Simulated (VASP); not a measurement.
# Rb in VASP: further runs

One molecule, Rb, is run at these levels: PBE+D3(BJ), PBE, RPBE; tasks: relaxation of the atoms, single point.

Everything below comes from runs of VASP 6.6.1. Logs are shortened: lines on timing, memory, paths and dates and some standing lists are left out, and cuts for length are marked.

**1. The molecule as given**

The cell holds a molecule in a box, 1 atom: a = 10.500 Å, b = 11.000 Å, c = 11.500 Å, α = 90.00°, β = 90.00°, γ = 90.00°.

**2. Relaxation of the atoms, PBE+D3(BJ), collinear spin, ferromagnetic start**

The input, INCAR:

```
SYSTEM = Rb
PREC = Accurate
ENCUT = 400
EDIFF = 1E-6
ISMEAR = 0
SIGMA = 0.01
LREAL = .False.
LASPH = .True.
NELM = 100
ALGO = Normal
ISIF = 2
LWAVE = .False.
LCHARG = .False.
ISPIN = 2
MAGMOM = 0.5
LORBIT = 11
NUPDOWN = 1
GGA = PE
IVDW = 12
IBRION = 2
NSW = 120
EDIFFG = -0.03
ISYM = 0
```

The input, KPOINTS:

```
regular mesh
0
Gamma
  1 1 1
  0 0 0
```

The input, POSCAR:

```
Rb
1.0
   10.5000000000      0.0000000000      0.0000000000
    0.0000000000     11.0000000000      0.0000000000
    0.0000000000      0.0000000000     11.5000000000
Rb
1
Selective dynamics
Direct
    0.5000000000      0.5045454545      0.5000000000  F F F
```

Potentials or basis: VASP PAW PBE potentials, release 64 (Rb_sv).

Started as:

```sh
$ cat potpaw_PBE.64/Rb_sv/POTCAR > POTCAR
$ mpirun -np 4 vasp_gam > vasp.out
```

OUTCAR:

```text
SYSTEM = Rb
   PREC = Accurate
   ENCUT = 400
   EDIFF = 1E-6
   ISMEAR = 0
   LREAL = .False.
   LASPH = .True.
   NELM = 100
   ISIF = 2
   ISPIN = 2
   LORBIT = 11
   NUPDOWN = 1
   GGA = PE
   IVDW = 12
   IBRION = 2
   NSW = 120
   EDIFFG = -0.03
   ISYM = 0
 IVDW          = 12

 ion  position               nearest neighbor table
   1  0.500  0.505  0.500-

IMPORTANT INFORMATION: All symmetrisations will be switched off!
NOSYMM: (Re-)initialisation of all symmetry stuff for point group C_1.

----------------------------------------------------------------------------------------

                                     Primitive cell

  volume of cell :    1328.2500

  direct lattice vectors                    reciprocal lattice vectors
    10.500000000  0.000000000  0.000000000     0.095238095  0.000000000  0.000000000
     0.000000000 11.000000000  0.000000000     0.000000000  0.090909091  0.000000000
     0.000000000  0.000000000 11.500000000     0.000000000  0.000000000  0.086956522

  length of vectors
    10.500000000 11.000000000 11.500000000     0.095238095  0.090909091  0.086956522

  position of ions in fractional coordinates (direct lattice)
     0.500000000  0.504545454  0.500000000

  ion indices of the primitive-cell ions
   primitive index   ion index
                 1           1

----------------------------------------------------------------------------------------

 KPOINTS: regular mesh

Automatic generation of k-mesh.
 Grid dimensions read from file:
 generate k-points for:    1    1    1

 Generating k-lattice:

  Cartesian coordinates                     Fractional coordinates (reciprocal lattice)
     0.095238095  0.000000000  0.000000000     1.000000000  0.000000000  0.000000000
     0.000000000  0.090909091  0.000000000     0.000000000  1.000000000  0.000000000
     0.000000000  0.000000000  0.086956522     0.000000000  0.000000000  1.000000000

  Length of vectors
     0.095238095  0.090909091  0.086956522

  Shift w.r.t. Gamma in fractional coordinates (k-lattice)
     0.000000000  0.000000000  0.000000000

 Subroutine IBZKPT returns following result:
 ===========================================

 Found      1 irreducible k-points:

 Following reciprocal coordinates:
            Coordinates               Weight
  0.000000  0.000000  0.000000      1.000000
   k-points           NKPTS =      1   k-points in BZ     NKDIM =      1   number of bands    NBANDS=      8
   number of dos      NEDOS =    301   number of ions     NIONS =      1
   total plane-waves  NPLWV = 403200
   dimension x,y,z NGX =    70 NGY =   72 NGZ =   80
   dimension x,y,z NGXF=   140 NGYF=  144 NGZF=  160
   ions per type =               1
   NGX,Y,Z   is equivalent  to a cutoff of  11.08, 10.88, 11.56 a.u.
   NGXF,Y,Z  is equivalent  to a cutoff of  22.17, 21.76, 23.13 a.u.
 SYSTEM =  Rb
   PREC   = accura    normal or accurate (medium, high low for compatibility)
   ISTART =      0    job   : 0-new  1-cont  2-samecut
   ICHARG =      2    charge: 1-file 2-atom 10-const
   ISPIN  =      2    spin polarized calculation?
   LNONCOLLINEAR =      F non collinear calculations
   LSORBIT =      F    spin-orbit coupling
   LASPH  =      T    aspherical Exc in radial PAW
   ENCUT  =  400.0 eV  29.40 Ry    5.42 a.u.  17.12 17.94 18.75*2*pi/ulx,y,z
   NELM   =    100;   NELMIN=  2; NELMDL= -5     # of ELM steps
   EDIFF  = 0.1E-05   stopping-criterion for ELM
   LREAL  =      F    real-space projection
   EDIFFG = -.3E-01   stopping-criterion for IOM
   NSW    =    120    number of steps for IOM
   IBRION =      2    ionic relax: 0-MD 1-quasi-New 2-CG
   NFREE  =      1    steps in history (QN), initial steepest desc. (CG)
   ISIF   =      2    stress and relaxation
   ISYM   =      0    0-nonsym 1-usesym 2-fastsym
   POTIM  = 0.5000    time-step for ionic-motion
   TEBEG  =    0.0;   TEEND  =   0.0 temperature during run
   PSTRESS=    0.0 pullay stress
   NELECT =       9.0000    total number of electrons
   NUPDOWN=       1.0000    fix difference up-down
   EMIN   =  10.00;   EMAX   =-10.00  energy-range for DOS
   EFERMI =   0.00;   METHOD = LEGACY
   ISMEAR =     0;   SIGMA  =   0.01  broadening in eV -4-tet -1-fermi 0-gaus
   EFERMI_NEDOS =   21; number of points for ismear=-14 and -15
   IALGO  =     38    algorithm
   IMIX   =      4    mixing-type and parameters
     AMIX     =   0.40;   BMIX     =  1.00
     AMIX_MAG =   1.60;   BMIX_MAG =  1.00
  volume/ion in A,a.u.               =    1328.25      8963.47
  Fermi-wavevector in a.u.,A,eV,Ry     =   0.309786  0.585411  1.305719  0.095968
  Thomas-Fermi vector in A             =   1.186821
   LORBIT       =     11    0 simple, 1 ext, 2 COOP (PROOUT), +10 PAW based schemes
   GGA     = PE    functional components
   LHFCALC =     F    Hartree Fock is set to
   AEXX    =    0.0000 exact exchange contribution
   IVDW    =    12    specifies the selected vdW correction
   LEPSILON=     F    determine dielectric tensor
   LRPA    =     F    only Hartree local field effects (RPA)
 conjugate gradient relaxation of ions
 spin polarized calculation
 Gauss-broadening in eV      SIGMA  =   0.01
  energy-cutoff  :      400.00
  volume of cell :     1328.25
 maximum number of plane-waves:     12033
 NGX is ok and might be reduce to    70
   NGX = 35   NGY = 35   NGZ = 37

 number of electron       9.0000000 magnetization       0.9999985

 Free energy of the ion-electron system (eV)
  ---------------------------------------------------
  ext. energy  EPLUGINS =         0.00000000
  ---------------------------------------------------
  free energy    TOTEN  =        -0.21035333 eV

  energy without entropy =       -0.21035333  energy(sigma->0) =       -0.21035333

 E-fermi : -15.6317     XC(G=0):  -0.8665

 val. band max:       -2.3032428705   @ k =   0.0000   0.0000   0.0000
 cond. band min:      -1.4237110143   @ k =   0.0000   0.0000   0.0000
 fundamental gap:      0.8795318562
 Fermi energy:        -2.1994949414

 spin component 1

 k-point     1 :       0.0000    0.0000    0.0000
  band No.  band energies     occupation
      1     -31.7519      1.00000
      2     -15.8404      1.00000
      3     -15.8393      1.00000
      4     -15.8377      1.00000
      5      -2.3032      1.00000
      6      -0.6002      0.00000
      7      -0.5554      0.00000
      8      -0.4993      0.00000
 Fermi energy:       -15.6316867740

 spin component 2

 k-point     1 :       0.0000    0.0000    0.0000
  band No.  band energies     occupation
      1     -31.7034      1.00000
      2     -15.7560      1.00000
      3     -15.7546      1.00000
      4     -15.7527      1.00000
      5      -1.4237      0.00000
      6       0.5323      0.00000
      7       0.5811      0.00000
      8       0.6669      0.00000

------------------------ aborting loop because EDIFF is reached ----------------------------------------

 Edisp (eV)   -0.01195

 E8    (eV) :    -0.0036

  FORCE on cell =-STRESS in cart. coord.  units (eV):
  Direction    XX          YY          ZZ          XY          YZ          ZX
  --------------------------------------------------------------------------------------
  -------------------------------------------------------------------------------------
  Total      -0.21013    -0.15624    -0.11773     0.00000     0.00000     0.00000
  in kB      -0.25347    -0.18846    -0.14201     0.00000     0.00000     0.00000
  external pressure =       -0.19 kB  Pullay stress =        0.00 kB

 VOLUME and BASIS-vectors are now :
 -----------------------------------------------------------------------------
  energy-cutoff  :      400.00
  volume of cell :     1328.25
      direct lattice vectors                 reciprocal lattice vectors
    10.500000000  0.000000000  0.000000000     0.095238095  0.000000000  0.000000000
     0.000000000 11.000000000  0.000000000     0.000000000  0.090909091  0.000000000
     0.000000000  0.000000000 11.500000000     0.000000000  0.000000000  0.086956522

 POSITION                                       TOTAL-FORCE (eV/Angst)
 -----------------------------------------------------------------------------------
      5.25000      5.55000      5.75000        -0.000002      0.000011     -0.000001
 -----------------------------------------------------------------------------------
    total drift:                               -0.000002      0.000011     -0.000001

  FREE ENERGIE OF THE ION-ELECTRON SYSTEM (eV)
  ---------------------------------------------------
  free  energy   TOTEN  =        -0.2222999128 eV

  energy  without entropy=       -0.2222999128  energy(sigma->0) =       -0.22229991

 reached required accuracy - stopping structural energy minimisation

 total charge

# of ion       s       p       d       tot
------------------------------------------
    1        1.972   5.314   0.000   7.286

 magnetization (x)

# of ion       s       p       d       tot
------------------------------------------
    1        0.042  -0.004   0.000   0.038
```

Run time: 71 s. Hardware: 4 MPI ranks of Intel Xeon Platinum 8488C (Sapphire Rapids), shared host; peak memory 0.38 GiB.

What came out:

| Item | Value |
| --- | --- |
| Free energy | -0.2223 eV |
| Net moment | 1.00 μB per cell |
| Site moments | Rb +0.04 μB |
| Valence electrons inside the program's atomic spheres | Rb 7.29 |
| Dispersion energy per atom | -0.012 eV |

Final structure:
```
Rb
1.0
    10.50000    0.00000    0.00000
     0.00000   11.00000    0.00000
     0.00000    0.00000   11.50000
Rb
1
Direct
  0.50000 0.50455 0.50000
```

Caveat: the relaxation stopped at its first step, so nothing moved; the total moment is fixed, so each spin has its own Fermi level.

**3. Single point, PBE, collinear spin, ferromagnetic start**

The input, INCAR:

```
PREC = Accurate ; ENCUT = 400
EDIFF = 1E-6 ; ISMEAR = 0
SIGMA = 0.01 ; LREAL = F
LASPH = T ; NELM = 100
ALGO = Normal ; ISIF = 2
LWAVE = F ; LCHARG = F
ISPIN = 2 ; MAGMOM = 0.5
LORBIT = 11 ; NUPDOWN = 1
GGA = PE ; NBANDS = 14
ISYM = 0
```

The input, KPOINTS:

```
Automatic mesh
0
Gamma
  1 1 1
```

The input, POSCAR:

```
Rb                                      
1.0
   10.5000000000      0.0000000000      0.0000000000
    0.0000000000     11.0000000000      0.0000000000
    0.0000000000      0.0000000000     11.5000000000
  Rb            
     1
Selective dynamics
Direct
     0.5000000000000000    0.5045454544999970    0.5000000000000000   F   F   F
```

Potentials or basis: VASP PAW PBE potentials, release 64 (Rb_sv).

Started as:

```sh
$ cat potpaw_PBE.64/Rb_sv/POTCAR > POTCAR
$ mpirun -np 4 vasp_gam > vasp.out
```

Run time: 70 s. Hardware: 4 MPI ranks of Intel Xeon Platinum 8488C (Sapphire Rapids), shared host; peak memory 0.37 GiB.

Results (log left out):

* Free energy: -0.2104 eV
* Net moment: 1.00 μB per cell
* Site moments: Rb +0.04 μB
* Valence electrons inside the program's atomic spheres: Rb 7.29

Caveat: the total moment is fixed, so each spin has its own Fermi level.

**4. Single point, RPBE, collinear spin, ferromagnetic start**

INCAR, as its differences from that of step 3:

```diff
@@ -8,3 +8,3 @@
 LORBIT = 11 ; NUPDOWN = 1
-GGA = PE ; NBANDS = 14
+GGA = RP ; NBANDS = 14
 ISYM = 0
```

KPOINTS is that of step 3.

POSCAR is that of step 3.

Started as:

```sh
$ cat potpaw_PBE.64/Rb_sv/POTCAR > POTCAR
$ mpirun -np 4 vasp_gam > vasp.out
```

Wall time 79 s (4 MPI ranks of Intel Xeon Platinum 8488C (Sapphire Rapids), shared host); peak memory 0.37 GiB.

The run converged. Its results:

- Free energy: -0.1674 eV
- Net moment: 1.00 μB per cell
- Site moments: Rb +0.04 μB
- Valence electrons inside the program's atomic spheres: Rb 7.28

Caveat: the PAW data sets were made with another functional, which shifts forces and pressure a little; the total moment is fixed, so each spin has its own Fermi level.

**5. Summary**

| task | level | cell | atoms held fixed (from 0) | moment (μB) |
| --- | --- | --- | --- | --- |
| relaxation of the atoms | PBE+D3(BJ) | atoms relaxed | [0] | 1.00 |
| single point | PBE | as given | - | 1.00 |
| single point | RPBE | as given | - | 1.00 |

Alike in all rows: potentials or basis VASP PAW PBE potentials, release 64 (Rb_sv); spin collinear, ferromagnetic start; fixed moment (μB) 1; k mesh 1 × 1 × 1; cutoff (eV) 400; smearing gaussian 0.01 eV.

Caveats: the total moment is fixed, so each spin has its own Fermi level; the relaxation stopped at its first step, so nothing moved (some runs); the PAW data sets were made with another functional, which shifts forces and pressure a little (some runs).

Total energies depend on the potentials used, so only differences within one code and one set of settings carry meaning.
